**Q.** I have calculated levels for layered phosphorus at several points of the reciprocal cell, and one point puzzles me. At (½,½,0) the highest filled and the lowest empty level nearly touch. At the other points they stay well apart.

Levels of layered phosphorus (space group Cmce, four-atom primitive cell) at points of the k mesh, from FLEUR MaX-R8.1 (later development tree) with all-electron LAPW and the WC functional, without spin polarisation or spin-orbit coupling. The mesh is 8×8×6, with Fermi-Dirac smearing of 0.05 eV; energies are counted from the valence top.

```csv
point a (reciprocal cell vector),point b (reciprocal cell vector),point c (reciprocal cell vector),level under 2 (eV),level under 1 (eV),level over 1 (eV),level over 2 (eV)
0.0000,0.0000,0.0000,-2.616,-1.252,0.485,0.903
0.0000,0.0000,0.1667,-2.147,-2.030,0.937,1.574
0.0000,0.0000,0.5000,-1.696,-1.696,1.331,1.331
0.1250,0.1250,0.5000,-2.468,-2.468,2.183,2.183
0.2500,0.2500,0.0000,-2.978,-2.381,0.404,0.577
0.3750,0.3750,0.0000,-1.702,-0.936,0.552,0.648
0.5000,0.5000,0.0000,-1.623,0.000,0.014,0.667
```

**Q.** My explanation is motion of the electrons within a layer. If I go from the centre (0,0,0) through (¼,¼,0) and (⅜,⅜,0) to (½,½,0), I travel along a direction that lies in the layer. So I reach the edge of the layer's own zone, and there the gap closes. Is that right?

**A.** It is a natural reading of the coordinates, and it can be tested. Points a, b and c tell how many full turns the phase of the electron wave makes along each of the three edges of the cell. What matters is where those edges lead in the crystal. The first two are equally long, and each leads to a neighbouring layer, one upwards and the other downwards. Their sum stays within the layer and is its short repeat, 3.30 Å.

**Q.** Then at (½,½,0) the wave makes half a turn along each of these two edges, and one full turn along their sum.

**A.** Yes, and a full turn is the same as no turn. Within a layer, the wave at (½,½,0) therefore repeats from cell to cell exactly as it does at the centre. The difference lies between the layers: half a turn along an edge means that the wave changes sign from each layer to the next. Your path passed the edge of the layer's zone at (¼,¼,0) and came back to the layer's centre in the next zone.

**Q.** So for one isolated layer the two points would be the same point?

**A.** They would, and its levels there would have to be equal. That makes the comparison decisive, because motion within the layer predicts no difference at all. In the table the highest filled level (level under 1) rises by 1.25 eV from the centre to (½,½,0), and the lowest empty level (level over 1) falls by 0.47 eV. The gap shrinks by their sum, 1.72 eV. This change needs coupling between the layers.

**Q.** Before I give up my idea, could the functional be to blame? I have read that semilocal functionals give gaps that are too small.

**A.** They do, and it matters for the last few tenths of an electronvolt. But suppose the error is mainly a constant shift of all empty levels. Correcting it would widen the gap by the same amount at every point, and the difference between the centre and (½,½,0) would remain. The functional can thus explain why the smallest gap comes out too small, but hardly why it sits at this point.

**Q.** Is the material then a semimetal, or nearly one?

**A.** That conclusion would ask too much of this calculation. The gap of 0.014 eV is smaller than the smearing of 0.05 eV, so both edge levels come out about half filled, and the gap may even close between the points of the mesh. Measurements show black phosphorus to be a semiconductor with a small gap. The position of the smallest gap fits what is known of this material, but its size does not.

**Q.** I accept that the layers matter. But why does the same change of sign push the filled level up and the empty level down? I would have expected both to move the same way.

**A.** The answer lies in the shape of the orbitals, and here I argue from bonding theory, since the table holds energies only. Each layer is puckered: it consists of an upper and a lower sheet of atoms joined by bonds. Take two atoms joined by such a bond, one in each sheet, and their p orbitals that point out of the layer. In the bonding combination, the lobes that meet inside the layer have the same sign. The lobes on its two outer faces then also have the same sign as each other.

Now stack such layers. If the wave repeats unchanged, the nearest lobes across the space between layers have equal signs, and the energy is lowered. If the wave changes sign at every layer, opposite signs face each other. That is an antibonding contact, and it raises the filled level.

**Q.** And in the empty level the inner lobes have opposite signs, so the outer ones do too?

**A.** Exactly, and everything is reversed. Repeating the wave unchanged now brings opposite signs face to face, while changing its sign at every layer brings equal signs together. The empty level therefore falls at the very point where the filled level rises. The two shifts work together to squeeze the gap from both sides. Of the squeeze in the table, the highest filled level supplies about three quarters. Its share would be smaller if the lowest empty level at the centre belonged to a different band.

**Q.** Can I turn this into a formula that predicts a level I haven't used?

**A.** For the line on which points a and b have the same value $a$, you can try. A step to a neighbouring layer turns the wave by $a$, and a step along the short repeat turns it by $2a$. Steps forwards and backwards combine to a cosine, so the simplest form is

$$E(a)=E_0+E_1\cos(2\pi a)+E_2\cos(4\pi a).$$

Here $E_0$ is a mean energy, $E_1$ is meant to carry the coupling between layers and $E_2$ the motion within a layer. The form makes sense only if one band runs through all the points.

**Q.** Let me try the highest filled level. It lies at −1.252 eV for $a=0$, at −2.381 eV for $a=¼$ and at zero for $a=½$, counted from the top of the filled levels.

**A.** Those three rows fix the three constants and leave $a=⅜$ as a test. The two ends differ only in the sign of the layer term, so half their difference gives $E_1=-0.626$ eV. Half their sum gives $E_0+E_2=-0.626$ eV. The middle point gives $E_0-E_2=-2.381$ eV, and the average of these two results is $E_0=-1.504$ eV.

**Q.** At $a=⅜$ the in-plane cosine is zero and the layer cosine is −0.707. So I get

$$E(⅜)=-1.504+0.707\times0.626=-1.061\ \text{eV}.$$

**A.** The table has −0.936 eV, so the estimate is too low by 0.12 eV, about a tenth of the level's whole rise between the two ends. Without the layer term it would be too low by 0.57 eV. That looks like support for the layers, but it is none. Each layer is mapped onto itself by a reflection in its middle plane together with a shift that includes half the short repeat. This symmetry makes the bands of a single layer meet in pairs at (¼,¼,0) and cross there. The highest filled level before that point and the one after it therefore belong to different bands. In the crystal the crossing may shift, but it remains, and a smooth formula can follow only one of the two bands.

**Q.** Does the lowest empty level pass as well?

**A.** No. The formula predicts 0.16 eV at $a=⅜$, where the table has 0.55 eV, and leaving out the layer term would even bring it closer. Here too a change of band is to be expected, since the table orders levels by energy and not by band. To follow a single band, you would have to look at the orbitals.

**Q.** Doesn't that failure undermine the case for the layers?

**A.** It limits the formula, not the comparison we started from. That comparison needs no cosine: two points that are identical for an isolated layer have different levels in the crystal. What we lose is a reliable way of drawing the levels between the points.

**Q.** What would happen if I peeled off a single layer?

**A.** The two points would merge, and with them the squeeze on the gap would vanish. As a rough estimate, place each level of the single layer midway between its values at the two points. The gap then comes out at about 1 eV, whichever of the two lowest empty levels at the centre is taken as the partner. Adding layers one by one brings back the contacts between faces, so the gap of a thin flake should shrink with its thickness towards that of the crystal.

**Q.** So when I see a small gap at some point of a layered crystal, I should first ask what the wave does within a layer and what it does between layers.

**A.** Yes, and then look at which lobes face each other across the space between the layers. If the filled and the empty state have opposite sign patterns on their outer faces, as here, one change of phase moves them in opposite directions, and here that is towards each other. If their patterns were alike, both levels would move in the same direction and much of the effect on the gap would cancel.

Printed output of the fit:

```
short in-plane repeat, sum of the two equal edges (A): 3.3
spacing of neighbouring layers (A): 5.464
direct gap and turns of the wave:
    row  gap eV  turns per short in-plane repeat  turns per long in-plane repeat
    0.0   1.737                                0                               0
    0.0   2.967                                0                          0.1667
    0.0   3.027                                0                             0.5
  0.125   4.651                             0.25                             0.5
   0.25   2.785                              0.5                               0
  0.375   1.488                             0.75                               0
    0.5   0.014                                1                               0
rise of highest filled level, centre to (1/2,1/2,0) (eV): 1.252
fall of lowest empty level, centre to (1/2,1/2,0) (eV): 0.471
fall of direct gap, centre to (1/2,1/2,0) (eV): 1.723
share of the gap fall from the filled level (percent): 72.66
rise of second filled level, centre to (1/2,1/2,0) (eV): 0.993
midpoint gap, rough uncoupled layer (eV): 0.8755
midpoint gap if the second empty level at the centre is the partner (eV): 1.085
filled level at (3/8,3/8,0), predicted with layer term (eV): -1.061
its miss with layer term, prediction less table (eV): -0.1249
its miss without layer term (eV): -0.5675
empty level at (3/8,3/8,0), predicted with layer term (eV): 0.1602
its miss with layer term, prediction less table (eV): -0.3918
its miss without layer term (eV): -0.2253
filling of the lower edge level by smearing (fraction): 0.5293
filling of the upper edge level by smearing (fraction): 0.46
```
